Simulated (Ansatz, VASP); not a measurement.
## Two plane-wave programs on C

INCAR

```
PREC = Accurate
ENCUT = 520
EDIFF = 1E-7
ISMEAR = -1
SIGMA = 0.05
LREAL = False
LASPH = True
NELM = 60
ALGO = Normal
ISIF = 2
LWAVE = False
LCHARG = False
GGA = PE
NBANDS = 8
```

File KPOINTS:

```
Automatic mesh
0
Gamma
  6 6 20
```

The input POSCAR:

```
C
1.0
    4.2266109516      0.0000000000      0.0000000000
    0.0000000000      4.2266109516      0.0000000000
    0.0000000000      0.0000000000      1.2736837675
C
1
Direct
    0.5000000000      0.5000000000      0.5000000000
```

The input input.yaml:

```yaml
crystal:
  lattice:
    - [4.2266109516, 0.0, 0.0]
    - [0.0, 4.2266109516, 0.0]
    - [0.0, 0.0, 1.2736837675]
  atoms:
    - { symbol: C, position: [0.5, 0.5, 0.5] }
hamiltonian:
  xc: pbe
  pseudopotentials: { kind: paw, azcp: { folder: soft_1 } }
kpoints:
  mp_grid: { grid: [6, 6, 20] }
scf:
  occupations: { method: fermi_dirac, width: 0.05 }
output:
  forces: true
  stress: true
  eigenvalues: true
```

The cell was built by a generator and needn't be a form met in nature.

Alike in both runs: task single point; functional PBE; k mesh 6 × 6 × 20; occupations fermi-dirac, width 0.05 eV; no spin polarisation.

```csv
,VASP,Ansatz
version,VASP 6.6.1,Ansatz 0.2.0
potentials or method,"VASP PAW PBE potentials, release 64 (C)",Ansatz PAW soft_1
plane-wave cutoff (eV),520,420
valence electrons in the cell,4,4
```

```csv
,VASP,Ansatz,Ansatz less VASP
gap on the k mesh at the Fermi level (eV),none,none,-
pressure (GPa),2.1,2.2,+0.11
largest component of the traceless stress (GPa),5.13,5.26,+0.129
```

A gap of «none» marks a metal or a gap that the smearing closes. With one functional, cell and mesh, what is left measures potentials, basis and numerics.
